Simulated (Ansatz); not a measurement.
Input and command of a calculation in Ansatz (plane waves; scalar-relativistic PAW potentials unless the input names others):

```yaml
crystal:
  lattice:
    - [2.4650495083, 0.0, 0.0]
    - [-1.2325247542, 2.1347954958, 0.0]
    - [0.0, 0.0, 25.6987123419]
  atoms:
    - { symbol: C, position: [0.6666666667, 0.3333333333, 0.3307558716] }
    - { symbol: C, position: [0.3333333333, 0.6666666667, 0.3308185209] }
    - { symbol: C, position: [0.3333333333, 0.6666666667, 0.4618559274] }
    - { symbol: C, position: [0.0, 0.0, 0.4618974608] }
    - { symbol: C, position: [0.0, 0.0, 0.594001774] }
    - { symbol: C, position: [0.6666666667, 0.3333333333, 0.5939952544] }
    - { symbol: "N", position: [0.3333333333, 0.6666666667, 0.7159897766], spin: 3.0 }
basis:
  ecutwfc: 420
kpoints:
  mp_grid: { grid: [12, 12, 1], shift: [0.5, 0.5, 0.0] }
hamiltonian:
  xc: pbe
  dispersion: d3bj
scf:
  occupations: { method: gaussian, width: 0.05 }
output:
  forces: true
  eigenvalues: true
magnetization:
  spin_polarized: true
efield:
  axis: 3
  dipole_correction: true
  ramp_width: 0.04
```

```bash
ansatz run input.yaml --threads 1 --pin off --max-ram 2560MiB --backend cpu --events-out ev --progress --plain --runs-dir out
```

Abridged log:
```
Warning: crystal.symmetry: narrowed to the stabiliser of the k-point mesh — unitary ops 6 → 2; excluded 4 operations that carry a point of the 12×12×1 mesh (shift [0.5, 0.5, 0]) off the mesh (the run samples exactly the mesh kpoints.mp_grid names, as under crystal.symmetry.detect: false, and its converged state has the mesh's symmetry, not the crystal's; ε∞, the Born charges and the force constants of a linear response (`dielectric:` by the response, `phonons.method: dfpt`) are averaged over those of the crystal's operations that the state keeps within a tolerance, where `mesh_tensors`, `unave ...
Pseudopotentials: kind: paw
Pseudopotential: C, paw, valence charge 4, recommended cutoff 420 eV (normal)
Pseudopotential: N, paw, valence charge 5, recommended cutoff 420 eV (normal)
Functional definition: PBE
Crystal: 7 atoms, lattice volume = 135.236 Å³
Basis set: ecut = 420 eV, 2551 PW (Γ), exchange–correlation on 36×36×360 points (8 copies of the dense FFT grid, shifted against one another)
Bands: 23, of which v1, the nominal top of the filled ones, is band 15 counted from 1 (14 counted from 0)
Symmetry: 2 space group operations
k-points: 42 of 144 (time reversal used)
Starting moments: Σ|m| = 3 μB on 1 of 7 sites
Initial wavefunctions: pseudopotential atomic-orbital guess
Functional: x = pbe(κ = 0.804, μ = 0.21951497), c = pbe(β = 0.06672455)
SCF iter   1: F=—  HF=-1887.916172 eV  |F-HF|=—  |Δ(HF+E_count)|=         —  Δρ=4.50e-2 (↑4.50e-2 ↓4.19e-2) dr2=1.30e1  dr2_m=2.26e-1  M=2.352 μB ∫|m|=2.353 μB  β_m=0.30  ethr=3.10e-3  p= 0.000 e·Å  D=-4.76e-8 V/Å  ΔV_dip=0.00 eV  dr2_dipole=2.00e0  V_vac-E_F(+/−)=7.20/7.20 eV  ⟨swp⟩=7.9  Hψ=11169  notcnv=0  defer=1
efield: sawtooth ramp at fractional position 0.0034 (placed from the atoms, in the widest stretch of the axis that holds none; the zero of the levels goes with the place), width 0.0400; the density the first Hamiltonian is built on has a dipole p =  0.000 e·Å; the dipole correction subtracts the counter field D = -4.76e-8 V/Å, which shifts the + side's vacuum level by +0.00 eV against the − side's; the planar-averaged density in the ramp window peaks in size at 2.6e-7 e/Å³
spin=Collinear: LDOS preconditioning applied to the charge; magnetization (m = ρ↑ − ρ↓) channel mixes plain (no charge-response kernel on spin).
SCF iter   2: F=—  HF=-1885.912632 eV  |F-HF|=—  |Δ(HF+E_count)|=    2.00e0  Δρ=2.97e-2 (↑2.97e-2 ↓2.74e-2) dr2=4.39e0  dr2_m=1.91e-1  M=2.215 μB ∫|m|=2.216 μB  β_m=0.30  ethr=3.10e-3  p=-0.029 e·Å  D=-3.89e-2 V/Å  ΔV_dip=1.00 eV  dr2_dipole=5.89e-1  V_vac-E_F(+/−)=6.80/5.80 eV  ⟨swp⟩=2.1  Hψ=4230  notcnv=0  defer=239  κ⁻¹=1.0e0(r=1)
SCF iter   3: F=—  HF=-1884.925428 eV  |F-HF|=—  |Δ(HF+E_count)|=   9.87e-1  Δρ=1.56e-2 (↑1.56e-2 ↓1.20e-2) dr2=1.66e-1  dr2_m=2.06e-1  M=2.033 μB ∫|m|=2.039 μB  β_m=0.30  ethr=3.10e-3  p=-0.069 e·Å  D=-9.23e-2 V/Å  ΔV_dip=2.37 eV  dr2_dipole=2.73e-2  V_vac-E_F(+/−)=6.37/4.00 eV  ⟨swp⟩=3.4  Hψ=4756  notcnv=0  defer=258  κ⁻¹=1.8e-2(r=2)
SCF iter   4: F=—  HF=-1885.031207 eV  |F-HF|=—  |Δ(HF+E_count)|=   1.06e-1  Δρ=1.63e-2 (↑1.63e-2 ↓1.14e-2) dr2=1.28e-1  dr2_m=2.23e-1  M=1.854 μB ∫|m|=1.856 μB  β_m=0.30  ethr=5.73e-4  p=-0.073 e·Å  D=-9.76e-2 V/Å  ΔV_dip=2.51 eV  dr2_dipole=2.46e-2  V_vac-E_F(+/−)=6.30/3.79 eV  ⟨swp⟩=2.3  Hψ=3012  notcnv=0  defer=251  κ⁻¹=8.4e-4(r=3)
SCF iter   5: F=—  HF=-1885.122410 eV  |F-HF|=—  |Δ(HF+E_count)|=   9.12e-2  Δρ=1.50e-2 (↑1.50e-2 ↓9.40e-3) dr2=1.30e-1  dr2_m=1.74e-1  M=1.749 μB ∫|m|=1.750 μB  β_m=0.30  ethr=4.43e-4  p=-0.073 e·Å  D=-9.80e-2 V/Å  ΔV_dip=2.52 eV  dr2_dipole=2.33e-2  V_vac-E_F(+/−)=6.30/3.78 eV  ⟨swp⟩=1.5  Hψ=1867  notcnv=0  defer=254  κ⁻¹=2.0e-4(r=4)
SCF iter   6: F=—  HF=-1885.178909 eV  |F-HF|=—  |Δ(HF+E_count)|=   5.65e-2  Δρ=1.17e-2 (↑1.17e-2 ↓7.56e-3) dr2=1.09e-1  dr2_m=1.09e-1  M=1.701 μB ∫|m|=1.702 μB  β_m=0.30  ethr=4.43e-4  p=-0.075 e·Å  D=-1.01e-1 V/Å  ΔV_dip=2.59 eV  dr2_dipole=2.32e-2  V_vac-E_F(+/−)=6.43/3.84 eV  ⟨swp⟩=1.8  Hψ=2342  notcnv=0  defer=255  κ⁻¹=2.0e-4(r=5)
SCF iter   7: F=—  HF=-1885.212931 eV  |F-HF|=—  |Δ(HF+E_count)|=   3.40e-2  Δρ=7.81e-3 (↑7.09e-3 ↓7.81e-3) dr2=7.75e-2  dr2_m=6.46e-2  M=1.656 μB ∫|m|=1.656 μB  β_m=0.30  ethr=3.77e-4  p=-0.081 e·Å  D=-1.08e-1 V/Å  ΔV_dip=2.78 eV  dr2_dipole=2.56e-2  V_vac-E_F(+/−)=6.81/4.04 eV  ⟨swp⟩=2.3  Hψ=2736  notcnv=0  defer=257  κ⁻¹=9.9e-5(r=6)
SCF iter   8: F=—  HF=-1885.240824 eV  |F-HF|=—  |Δ(HF+E_count)|=   2.79e-2  Δρ=8.22e-3 (↑8.22e-3 ↓7.89e-3) dr2=7.61e-2  dr2_m=7.79e-2  M=1.542 μB ∫|m|=1.543 μB  β_m=0.30  ethr=2.67e-4  p=-0.078 e·Å  D=-1.04e-1 V/Å  ΔV_dip=2.68 eV  dr2_dipole=2.35e-2  V_vac-E_F(+/−)=6.80/4.12 eV  ⟨swp⟩=1.5  Hψ=2439  notcnv=0  defer=264  κ⁻¹=1.8e-5(r=7)
   ...
SCF iter  17: F=—  HF=-1885.335667 eV  |F-HF|=—  |Δ(HF+E_count)|=   3.75e-5  Δρ=1.91e-4 (↑1.91e-4 ↓1.42e-4) dr2=7.81e-5  dr2_m=2.19e-5  M=1.105 μB ∫|m|=1.106 μB  β_m=0.71  ethr=4.25e-7  p=-0.075 e·Å  D=-9.99e-2 V/Å  ΔV_dip=2.57 eV  dr2_dipole=2.61e-5  V_vac-E_F(+/−)=6.99/4.42 eV  ⟨swp⟩=2.1  Hψ=2820  notcnv=0  defer=257
SCF iter  18: F=—  HF=-1885.335662 eV  |F-HF|=—  |Δ(HF+E_count)|=   4.28e-6  Δρ=1.41e-4 (↑1.41e-4 ↓1.16e-4) dr2=5.06e-5  dr2_m=1.42e-5  M=1.105 μB ∫|m|=1.106 μB  β_m=0.85  ethr=2.69e-7  p=-0.074 e·Å  D=-9.95e-2 V/Å  ΔV_dip=2.56 eV  dr2_dipole=1.69e-5  V_vac-E_F(+/−)=6.99/4.43 eV  ⟨swp⟩=1.9  Hψ=1928  notcnv=0  defer=257
SCF iter  19: F=—  HF=-1885.335668 eV  |F-HF|=—  |Δ(HF+E_count)|=   5.87e-6  Δρ=8.01e-5 (↑8.01e-5 ↓6.29e-5) dr2=2.28e-5  dr2_m=3.99e-6  M=1.105 μB ∫|m|=1.106 μB  β_m=0.93  ethr=1.74e-7  p=-0.074 e·Å  D=-9.93e-2 V/Å  ΔV_dip=2.55 eV  dr2_dipole=6.46e-6  V_vac-E_F(+/−)=6.99/4.44 eV  ⟨swp⟩=1.1  Hψ=1657  notcnv=0  defer=257
SCF iter  20: F=—  HF=-1885.335670 eV  |F-HF|=—  |Δ(HF+E_count)|=   1.70e-6  Δρ=4.31e-5 (↑4.31e-5 ↓3.62e-5) dr2=7.64e-6  dr2_m=1.01e-6  M=1.106 μB ∫|m|=1.107 μB  β_m=0.80  ethr=7.87e-8  p=-0.074 e·Å  D=-9.92e-2 V/Å  ΔV_dip=2.55 eV  dr2_dipole=2.05e-6  V_vac-E_F(+/−)=6.99/4.44 eV  ⟨swp⟩=1.0  Hψ=1654  notcnv=0  defer=257
SCF iter  21: F=—  HF=-1885.335670 eV  |F-HF|=—  |Δ(HF+E_count)|=   2.61e-7  Δρ=9.82e-6 (↑8.92e-6 ↓9.82e-6) dr2=7.24e-7  dr2_m=1.25e-8  M=1.106 μB ∫|m|=1.107 μB  β_m=0.66  ethr=2.63e-8  p=-0.074 e·Å  D=-9.91e-2 V/Å  ΔV_dip=2.55 eV  dr2_dipole=1.30e-7  V_vac-E_F(+/−)=6.99/4.44 eV  ⟨swp⟩=2.0  Hψ=2177  notcnv=0  defer=257
SCF iter  22: F=—  HF=-1885.335670 eV  |F-HF|=—  |Δ(HF+E_count)|=   3.87e-8  Δρ=3.61e-6 (↑3.17e-6 ↓3.61e-6) dr2=1.47e-8  dr2_m=1.19e-8  M=1.106 μB ∫|m|=1.107 μB  β_m=0.65  ethr=3.45e-10  p=-0.074 e·Å  D=-9.91e-2 V/Å  ΔV_dip=2.55 eV  dr2_dipole=1.08e-9  V_vac-E_F(+/−)=6.99/4.44 eV  ⟨swp⟩=16.1  Hψ=12574  notcnv=0
SCF iter  23: F=-1885.335670 eV  HF=-1885.335670 eV  |F-HF|=8.46e-9  |Δ(HF+E_count)|=   4.80e-8  Δρ=1.09e-6 (↑1.09e-6 ↓7.15e-7) dr2=1.77e-9  dr2_m=5.72e-10  M=1.106 μB ∫|m|=1.107 μB  β_m=0.72  ethr=5.05e-11  p=-0.074 e·Å  D=-9.91e-2 V/Å  ΔV_dip=2.55 eV  dr2_dipole=6.01e-11  V_vac-E_F(+/−)=6.99/4.44 eV  ⟨swp⟩=7.7  Hψ=7012  notcnv=0
SCF iter  24: F=-1885.335670 eV  HF=-1885.335670 eV  |F-HF|=1.65e-10  |Δ(HF+E_count)|=   8.92e-9  Δρ=2.63e-7 (↑1.66e-7 ↓2.63e-7) dr2=2.67e-10  dr2_m=1.83e-11  M=1.106 μB ∫|m|=1.107 μB  ethr=6.12e-12  p=-0.074 e·Å  D=-9.91e-2 V/Å  ΔV_dip=2.55 eV  dr2_dipole=1.01e-11  V_vac-E_F(+/−)=6.99/4.44 eV  ⟨swp⟩=3.2  Hψ=6445  notcnv=0
SCF 1 converged in 24 iterations: F = -1885.335670 eV  dr2 = 2.67e-10
SCF converged after 24 iterations
an eigenvalue changed by more than its tolerance at an iteration that met the thresholds in force, so the SCF went on 1 time: the last check found none over its tolerance
Magnetization: 1.1060 μB (15.0530 up, 13.9470 down)
Absolute magnetization: 1.1070 μB (∫|ρ↑−ρ↓|, with the PAW one-centre terms)
Spin contamination: 0.0061 ħ² per cell (⟨S²⟩ above its minimum at these occupations)
Per-site moments (μB) at R_I (Å): [(5.78029832e-5, 0.58706913), (-2.51082783e-5, 0.58706913), (0.00025417, 0.58706892), (-4.29642310e-5, 0.58706892), (0.00232191, 0.58706876), (0.00243135, 0.58706876), (0.96349153, 1.01683292)]
Free energy (F): -1885.335670 eV
Harris-Foulkes:  -1885.335670 eV  (|F-HF|=1.65e-10)
Internal energy: -1885.334628 eV  (E = F + TS)
E sigma→0 (E₀):  -1885.335149 eV
Entropy (-TS):   -0.001042 eV (-0.149 meV/atom)
Fermi energy:    -0.203063 eV
Dipole field:    D = -0.099094 V/Å  (p = -0.074059 e·Å, saw-weighted, corrected)
Work function:   Φ+ = 6.9874 eV   Φ− = 4.4408 eV
Levels:          The Fermi level and band energies are counted from a zero that moves with the ramp; work functions are not
  E_disp       = -0.915516  (pairwise vdW)
--- Forces (eV/Å), atoms counted from 1 ---
  atom   1  C      0.00467397    -0.00269852     0.01542107
  atom   2  C     -0.00411529     0.00237596    -0.02405838
  atom   3  C      0.00348909    -0.00201443     0.00720678
  atom   4  C     -0.00651204     0.00375973     0.00802874
  atom   5  C      0.01766546    -0.01019916    -0.01531581
  atom   6  C     -0.01521971     0.00878710     0.00311158
  atom   7  N      0.00001851    -0.00001069     0.00560922
```

Apart from outputs, empty bands and the relaxation, which only the reference makes, the input differs from a reference run on usual settings in kpoints.mp_grid.shift: not typed → [0.5, 0.5, 0.0]. The reference, at the same geometry, ended its own course with largest force 0.013 eV/Å, no gap on the mesh. This run converged in 24 SCF iterations with an energy at zero smearing 0.14 meV/atom below the reference's, largest force 0.026 eV/Å, no gap on the mesh.

The run took 44 s on 1 thread of Arm Neoverse V2, with other jobs on the host, peak memory 0.48 GiB.